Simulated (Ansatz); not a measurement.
Write the native input for Ansatz 0.2.0 that does the following.

| Property | Result |
| --- | --- |
| Task | relaxation of cell and atoms |
| Functional | BLYP |
| Dispersion | D3(BJ) |
| Potentials or basis | Ansatz PAW |
| Cutoff | 420 eV (not typed: the program's choice for these potentials) |
| k mesh | 11 × 11 × 11 |
| Occupations | fermi-dirac, width 0.05 eV |
| Spin | no spin polarisation |

Ag:

```xyz
1
Lattice="0.0000 2.0427 2.0427 2.0427 0.0000 2.0427 2.0427 2.0427 0.0000" Properties=species:S:1:pos:R:3 pbc="T T T"
Ag    0.0000    0.0000    0.0000
```

These files were run (other wordings do the same):

input.yaml

```yaml
crystal:
  lattice:
    - [0.0, 2.04275, 2.04275]
    - [2.04275, 0.0, 2.04275]
    - [2.04275, 2.04275, 0.0]
  atoms:
    - { symbol: Ag, position: [0.0, 0.0, 0.0] }
hamiltonian:
  xc: blyp
  pseudopotentials: { kind: paw }
  dispersion: d3bj
kpoints:
  mp_grid: { grid: [11, 11, 11] }
scf:
  occupations: { method: fermi_dirac, width: 0.05 }
output:
  forces: true
  stress: true
relax:
  f_tol: 0.01
  max_steps: 40
  cell: { stress_tol: 0.05 }
```

Potentials or basis: Ansatz PAW.

The run is started by

```bash
$ ansatz run input.yaml --threads 2 --pin off --max-ram 5632MiB --backend cpu --events-out ev --progress --plain --runs-dir out
```

Results of the run:

- Relaxed volume: 16.88 Å³/atom
- Relaxed cell: a = 2.879 Å, b = 2.879 Å, c = 2.879 Å, α = 60.00°, β = 60.00°, γ = 60.00°
- Space group after relaxing (to 0.05 Å): Fm-3m (No. 225)
- Energy gained by relaxing: 0.6 meV/atom
- Ionic steps: 4
- Pressure after relaxing: 0.0 GPa

Caveat: the plane-wave basis is chosen anew once the cell has moved, so the energies of steps on either side of that aren't comparable; the PAW data sets come from PBE, with cores solved anew for the run's functional, which leaves a small shift of forces and pressure.

Run time: 1.3 s on 2 threads of Arm Neoverse V2, on a shared host, peak memory 0.27 GiB.
